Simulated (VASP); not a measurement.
# Ge (P6_3/mmc) in VASP: a series of runs

Aim: see how the results for Ge move with the level of theory and the settings. Levels: AM05, PW91, r2SCAN, SCAN. Tasks: relaxation of cell and atoms.

Everything below comes from runs of VASP 6.6.1. Logs are shortened: lines on timing, memory, paths and dates and some standing lists are left out, and cuts for length are marked.

**1. The crystal as given**

Symmetry: P6_3/mmc, No. 194, hexagonal system. Conventional cell: a = 3.998 Å, b = 3.998 Å, c = 6.599 Å, α = 90.00°, β = 90.00°, γ = 120.00°. Around Ge (site symmetry 3m) lie 4 Ge at 2.45 to 2.47 Å.

This isn't the form of Ge at room conditions, which is diamond.

**2. Relaxation of cell and atoms, AM05**

Contents of INCAR:

```
PREC     = Accurate       # precision mode
ENCUT    = 600            # plane-wave cutoff, eV
EDIFF    = 1E-6           # SCF threshold, eV
ISMEAR   = -1             # smearing method
SIGMA    = 0.05           # smearing width, eV
LREAL    = F              # projectors in reciprocal space
LASPH    = T              # aspherical terms in the spheres
NELM     = 60             # most SCF steps
ALGO     = Fast           # electronic algorithm
ISIF     = 3              # what is computed and relaxed
LWAVE    = F              # write WAVECAR
LCHARG   = F              # write CHGCAR
GGA      = AM             # functional
IBRION   = 2              # ionic algorithm
NSW      = 60             # ionic steps
EDIFFG   = -0.02          # ionic threshold
```

Contents of KPOINTS:

```
Automatic mesh
0
Gamma
  6 6 3
```

Contents of POSCAR:

```
Ge
1.0
    3.9975858431      0.0000000000      0.0000000000
   -1.9987929216      3.4620108940      0.0000000000
    0.0000000000      0.0000000000      6.5993779500
Ge
4
Direct
    0.3333333333      0.6666666667      0.9370987500
    0.6666666667      0.3333333333      0.4370987500
    0.3333333333      0.6666666667      0.5629012500
    0.6666666667      0.3333333333      0.0629012500
```

Potentials or basis: VASP PAW PBE potentials, release 64 (Ge_d).

The run is started by

```sh
$ cat potpaw_PBE.64/Ge_d/POTCAR > POTCAR
$ mpirun -np 1 vasp_std > vasp.out
```

OUTCAR:

```text
PREC = Accurate
   ENCUT = 600
   EDIFF = 1E-6
   ISMEAR = -1
   LREAL = F
   LASPH = T
   NELM = 60
   ISIF = 3
   GGA = AM
   IBRION = 2
   NSW = 60
   EDIFFG = -0.02

 ion  position               nearest neighbor table
   1  0.333  0.667  0.937-   4 2.45   4 2.45   4 2.45   3 2.47
   2  0.667  0.333  0.437-   3 2.45   3 2.45   3 2.45   4 2.47
   3  0.333  0.667  0.563-   2 2.45   2 2.45   2 2.45   1 2.47
   4  0.667  0.333  0.063-   1 2.45   1 2.45   1 2.45   2 2.47

  LATTYP: Found a hexagonal cell.
 ALAT       =     3.9975858431
 C/A-ratio  =     1.6508408347

  Lattice vectors:

 A1 = (   3.9975858431,   0.0000000000,   0.0000000000)
 A2 = (  -1.9987929216,   3.4620108940,   0.0000000000)
 A3 = (   0.0000000000,   0.0000000000,   6.5993779500)

Analysis of symmetry for initial positions (statically):
=====================================================================
 Subroutine PRICEL returns:
 Original cell was already a primitive cell.

 Routine SETGRP: Setting up the symmetry group for a
 hexagonal supercell.

 Subroutine GETGRP returns: Found 24 space group operations
 (whereof 12 operations were pure point group operations)
 out of a pool of 24 trial point group operations.

The static configuration has the point symmetry D_3d.
 The point group associated with its full space group is D_6h.

Analysis of symmetry for dynamics (positions and initial velocities):
=====================================================================
 Subroutine PRICEL returns:
 Original cell was already a primitive cell.

 Routine SETGRP: Setting up the symmetry group for a
 hexagonal supercell.

 Subroutine GETGRP returns: Found 24 space group operations
 (whereof 12 operations were pure point group operations)
 out of a pool of 24 trial point group operations.

The dynamic configuration has the point symmetry D_3d.
 The point group associated with its full space group is D_6h.

 Subroutine INISYM returns: Found 24 space group operations
 (whereof 12 operations are pure point group operations),
 and found     1 'primitive' translations

----------------------------------------------------------------------------------------

                                     Primitive cell

  volume of cell :      91.3333

  direct lattice vectors                    reciprocal lattice vectors
     3.997585843  0.000000000  0.000000000     0.250150976  0.144424733  0.000000000
    -1.998792922  3.462010894  0.000000000     0.000000000  0.288849467  0.000000000
     0.000000000  0.000000000  6.599377950     0.000000000  0.000000000  0.151529433

  length of vectors
     3.997585843  3.997585843  6.599377950     0.288849467  0.288849467  0.151529433

  position of ions in fractional coordinates (direct lattice)
     0.333333333  0.666666667  0.937098750
     0.666666667  0.333333333  0.437098750
     0.333333333  0.666666667  0.562901250
     0.666666667  0.333333333  0.062901250

  ion indices of the primitive-cell ions
   primitive index   ion index
                 1           1
                 2           2
                 3           3
                 4           4

----------------------------------------------------------------------------------------

 KPOINTS: Automatic mesh

Automatic generation of k-mesh.
 Grid dimensions read from file:
 generate k-points for:    6    6    3

 Generating k-lattice:

  Cartesian coordinates                     Fractional coordinates (reciprocal lattice)
     0.041691829  0.024070789  0.000000000     0.166666667  0.000000000  0.000000000
     0.000000000  0.048141578  0.000000000     0.000000000  0.166666667  0.000000000
     0.000000000  0.000000000  0.050509811     0.000000000  0.000000000  0.333333333

  Length of vectors
     0.048141578  0.048141578  0.050509811

  Shift w.r.t. Gamma in fractional coordinates (k-lattice)
     0.000000000  0.000000000  0.000000000

 Subroutine IBZKPT returns following result:
 ===========================================

 Found     14 irreducible k-points:

 Following reciprocal coordinates:
            Coordinates               Weight
  0.000000  0.000000  0.000000      1.000000
  0.166667 -0.000000  0.000000      6.000000
  0.333333  0.000000  0.000000      6.000000
  0.500000 -0.000000  0.000000      3.000000
  0.166667  0.166667  0.000000      6.000000
  0.333333  0.166667  0.000000     12.000000
  0.333333  0.333333  0.000000      2.000000
  0.000000  0.000000  0.333333      2.000000
  0.166667 -0.000000  0.333333     12.000000
  0.333333  0.000000  0.333333     12.000000
  0.500000 -0.000000  0.333333      6.000000
  0.166667  0.166667  0.333333     12.000000
  0.333333  0.166667  0.333333     24.000000
  0.333333  0.333333  0.333333      4.000000
   k-points           NKPTS =     14   k-points in BZ     NKDIM =     14   number of bands    NBANDS=     33
   number of dos      NEDOS =    301   number of ions     NIONS =      4
   total plane-waves  NPLWV =  55296
   dimension x,y,z NGX =    32 NGY =   32 NGZ =   54
   dimension x,y,z NGXF=    64 NGYF=   64 NGZF=  108
   ions per type =               4
   NGX,Y,Z   is equivalent  to a cutoff of  13.31, 13.31, 13.60 a.u.
   NGXF,Y,Z  is equivalent  to a cutoff of  26.62, 26.62, 27.21 a.u.
 SYSTEM =  unknown system
   PREC   = accura    normal or accurate (medium, high low for compatibility)
   ISTART =      0    job   : 0-new  1-cont  2-samecut
   ICHARG =      2    charge: 1-file 2-atom 10-const
   ISPIN  =      1    spin polarized calculation?
   LNONCOLLINEAR =      F non collinear calculations
   LSORBIT =      F    spin-orbit coupling
   LASPH  =      T    aspherical Exc in radial PAW
   ENCUT  =  600.0 eV  44.10 Ry    6.64 a.u.   7.98  7.98 13.18*2*pi/ulx,y,z
   NELM   =     60;   NELMIN=  2; NELMDL= -5     # of ELM steps
   EDIFF  = 0.1E-05   stopping-criterion for ELM
   LREAL  =      F    real-space projection
   EDIFFG = -.2E-01   stopping-criterion for IOM
   NSW    =     60    number of steps for IOM
   IBRION =      2    ionic relax: 0-MD 1-quasi-New 2-CG
   NFREE  =      1    steps in history (QN), initial steepest desc. (CG)
   ISIF   =      3    stress and relaxation
   ISYM   =      2    0-nonsym 1-usesym 2-fastsym
   POTIM  = 0.5000    time-step for ionic-motion
   TEBEG  =    0.0;   TEEND  =   0.0 temperature during run
   PSTRESS=    0.0 pullay stress
   NELECT =      56.0000    total number of electrons
   NUPDOWN=      -1.0000    fix difference up-down
   EMIN   =  10.00;   EMAX   =-10.00  energy-range for DOS
   EFERMI =   0.00;   METHOD = LEGACY
   ISMEAR =    -1;   SIGMA  =   0.05  broadening in eV -4-tet -1-fermi 0-gaus
   EFERMI_NEDOS =   21; number of points for ismear=-14 and -15
   IALGO  =     68    algorithm
   IMIX   =      4    mixing-type and parameters
     AMIX     =   0.40;   BMIX     =  1.00
     AMIX_MAG =   1.60;   BMIX_MAG =  1.00
  volume/ion in A,a.u.               =      22.83       154.09
  Fermi-wavevector in a.u.,A,eV,Ry     =   1.390789  2.628209 26.317650  1.934293
  Thomas-Fermi vector in A             =   2.514690
   LORBIT       =      0    0 simple, 1 ext, 2 COOP (PROOUT), +10 PAW based schemes
   GGA     = AM    functional components
   LHFCALC =     F    Hartree Fock is set to
   AEXX    =    0.0000 exact exchange contribution
   IVDW    =     0    specifies the selected vdW correction
   LEPSILON=     F    determine dielectric tensor
   LRPA    =     F    only Hartree local field effects (RPA)
 conjugate gradient relaxation of ions
 non-spin polarized calculation
 RMM-DIIS sequential band-by-band and
  energy-cutoff  :      600.00
  volume of cell :       91.33
 maximum number of plane-waves:      3063
 NGX is ok and might be reduce to    32
   NGX = 15   NGY = 15   NGZ = 27

--------------------------------------- Ionic step        1  -------------------------------------------

 number of electron      55.9999987 magnetization

 Free energy of the ion-electron system (eV)
  ---------------------------------------------------
  ext. energy  EPLUGINS =         0.00000000
  ---------------------------------------------------
  free energy    TOTEN  =       -18.67395797 eV

  energy without entropy =      -18.67191294  energy(sigma->0) =      -18.67293546

------------------------ aborting loop because EDIFF is reached ----------------------------------------

  FORCE on cell =-STRESS in cart. coord.  units (eV):
  Direction    XX          YY          ZZ          XY          YZ          ZX
  --------------------------------------------------------------------------------------
  -------------------------------------------------------------------------------------
  Total        0.1974215      0.1974215     -0.1373637     -0.0000000      0.0000000      0.0000000
  in kB        3.4631861      3.4631861     -2.4096459     -0.0000000      0.0000000      0.0000000
  external PRESSURE =       1.5055754 kB  Pullay stress =       0.0000000 kB
[... 175 lines left out ...]
  energy  without entropy=      -18.6724814884  energy(sigma->0) =      -18.67343473

--------------------------------------- Ionic step        6  -------------------------------------------

 number of electron      55.9999985 magnetization

 Free energy of the ion-electron system (eV)
  ---------------------------------------------------
  ext. energy  EPLUGINS =         0.00000000
  ---------------------------------------------------
  free energy    TOTEN  =       -18.67447083 eV

  energy without entropy =      -18.67253553  energy(sigma->0) =      -18.67350318

 E-fermi :   4.8918     XC(G=0):  -9.9361

 val. band max:        4.8469758379   @ k =   0.0000   0.0000   0.0000
 cond. band min:       4.9774557839   @ k =   0.0000   0.0000   0.0000
 fundamental gap:      0.1304799460
 Fermi energy:         4.8917566614

 k-point     1 :       0.0000    0.0000    0.0000
  band No.  band energies     occupation
      1     -20.0207      2.00000
      2     -20.0207      2.00000
      3     -19.9853      2.00000
      4     -19.9823      2.00000
      5     -19.9823      2.00000
      6     -19.9712      2.00000
[... 524 lines left out ...]
  FREE ENERGIE OF THE ION-ELECTRON SYSTEM (eV)
  ---------------------------------------------------
  free  energy   TOTEN  =       -18.6744708262 eV

  energy  without entropy=      -18.6725355262  energy(sigma->0) =      -18.67350318

 reached required accuracy - stopping structural energy minimisation
```

It took 2 min on 1 thread of Intel Xeon Platinum 8488C (Sapphire Rapids), shared host; peak memory 0.23 GiB.

Results:

```
Free energy                            : -18.6745 eV
Relaxed volume                         : 22.89 Å³/atom
Relaxed cell                           : a = 4.006 Å, b = 4.006 Å, c = 6.590 Å, α = 90.00°, β = 90.00°, γ = 120.00°
Space group after relaxing (to 0.05 Å) : P6_3/mmc (No. 194)
Energy gained by relaxing              : 0.1 meV/atom
Ionic steps                            : 6
Pressure after relaxing                : -0.1 GPa
Band gap on the k mesh                 : 0.13 eV, direct
```

Forces on the atoms (eV/Å):
```
Ge   0.000  0.000  0.003
Ge   0.000  0.000  0.003
Ge   0.000  0.000 -0.003
Ge   0.000  0.000 -0.003
```

The path:
```tsv
step	energy change (eV)	largest force (eV/Å)	pressure (GPa)	volume (Å³)
1	0.0000	0.0143	0.15	91.33
2	-0.0004	0.0405	-0.01	91.62
3	-0.0004	0.0233	-0.05	91.54
4	-0.0004	0.0191	0.15	91.52
5	-0.0004	0.0248	0.01	91.53
6	-0.0005	0.0028	-0.08	91.57
```

Final structure:
```
CELL_PARAMETERS angstrom
4.00572 0.00000 0.00000
-2.00286 3.46906 0.00000
0.00000 0.00000 6.58981
ATOMIC_POSITIONS crystal
Ge 0.33333 0.66667 0.93719
Ge 0.66667 0.33333 0.43719
Ge 0.33333 0.66667 0.56281
Ge 0.66667 0.33333 0.06281
```

Caveat: the PAW data sets were made with another functional, which shifts forces and pressure a little; an odd mesh through Γ misses points on the zone boundary, where band edges often lie.

**3. Relaxation of cell and atoms, PW91**

INCAR, as its differences from that of step 2:

```diff
@@ -12,3 +12,3 @@
 LCHARG   = F              # write CHGCAR
-GGA      = AM             # functional
+GGA      = 91             # functional
 IBRION   = 2              # ionic algorithm
```

KPOINTS is that of step 2.

POSCAR is that of step 2.

Potentials or basis: VASP PAW PBE potentials, release 64 (Ge_d).

The run is started by

```sh
$ cat potpaw_PBE.64/Ge_d/POTCAR > POTCAR
$ mpirun -np 1 vasp_std > vasp.out
```

It took 4.2 min on 1 thread of Intel Xeon Platinum 8488C (Sapphire Rapids), shared host; peak memory 0.25 GiB.

Results (log left out):

```yaml
Free_energy: -18.0470 eV
Relaxed_volume: 23.92 Å³/atom
Relaxed_cell: a = 4.063 Å, b = 4.063 Å, c = 6.691 Å, α = 90.00°, β = 90.00°, γ = 120.00°
Space_group_after_relaxing_to_0.05_Å: P6_3/mmc (No. 194)
Energy_gained_by_relaxing: 10.0 meV/atom
Ionic_steps: 10
Pressure_after_relaxing: 0.0 GPa
Largest_force_after_relaxing: 0.016 eV/Å
Band_gap_on_the_k_mesh: 0.25 eV, direct
```

Forces on the atoms (eV/Å):
```
Ge   0.000  0.000  0.016
Ge   0.000  0.000  0.016
Ge   0.000  0.000 -0.016
Ge   0.000  0.000 -0.016
```

Step by step:
```tsv
step	energy change (eV)	largest force (eV/Å)	pressure (GPa)	volume (Å³)
1	0.0000	0.0294	2.93	91.33
2	-0.0365	0.0540	-1.56	96.96
3	-0.0397	0.0300	0.13	95.49
4	-0.0397	0.0342	0.02	95.60
5	-0.0397	0.0373	-0.42	95.69
6	-0.0385	0.0082	0.64	94.87
7	-0.0397	0.0252	0.03	95.47
8	-0.0397	0.0219	0.20	95.46
9	-0.0398	0.0070	-0.17	95.80
10	-0.0398	0.0164	0.03	95.68
```

Final structure:
```yaml
crystal:
  lattice:
    - [4.06347, 0.00000, 0.00000]
    - [-2.03173, 3.51907, 0.00000]
    - [0.00000, 0.00000, 6.69124]
  atoms:
    - { symbol: Ge, position: [0.33333, 0.66667, 0.93708] }
    - { symbol: Ge, position: [0.66667, 0.33333, 0.43708] }
    - { symbol: Ge, position: [0.33333, 0.66667, 0.56292] }
    - { symbol: Ge, position: [0.66667, 0.33333, 0.06292] }
```

Levels at points of the mesh, in eV from the valence-band top:
```tsv
k point	band 25	band 26	band 27	band 28	band 29	band 30	band 31	band 32
(0.00, 0.00, 0.00)	-1.27	-0.29	-0.07	0.00	0.25	0.25	2.40	2.40
(0.50, 0.00, 0.00)	-4.19	-2.76	-2.49	-1.22	0.72	1.66	3.72	3.82
```

Caveat: the PAW data sets were made with another functional, which shifts forces and pressure a little; an odd mesh through Γ misses points on the zone boundary, where band edges often lie. Expect the measured gap to be larger: semilocal functionals such as PW91 lack the derivative discontinuity.

(Part 1 of 2 ends here.)
